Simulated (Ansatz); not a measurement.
Phonon spectrum of ZnO

All numbers below come from DFT PBE, scalar-relativistic, plane waves, PAW (Ansatz). Settings: 420 eV plane-wave cutoff, Γ-centred 12×12×12 mesh, fixed occupations. No spin polarisation. Phonons by linear response, acoustic sum rule imposed.

The cell, relaxed at this level:
```
CELL_PARAMETERS angstrom
0.00000 2.16500 2.16500
2.16500 0.00000 2.16500
2.16500 2.16500 0.00000
ATOMIC_POSITIONS crystal
Zn 0.50000 0.50000 0.50000
O 0.00000 0.00000 0.00000
```

The cell was relaxed from a distorted copy of a database structure.

Force constants from linear response on a 4×4×4 q mesh.

(1) Is the structure dynamically stable on the q mesh?

(2) Give the frequencies (cm⁻¹) at the zone-boundary points of high symmetry (interpolated where a point lies off the q mesh).

Results:

(1) Yes, on this mesh: no mode is imaginary.

(2)
```
point                  q              frequencies
    X  0.500 0.000 0.500  127 127 194 322 322 431
    U  0.625 0.250 0.625  131 179 187 275 396 409
    K  0.375 0.375 0.750  131 179 187 275 396 409
    L  0.500 0.500 0.500  122 122 168 168 283 484
    W  0.500 0.250 0.750  167 167 170 340 386 386
```
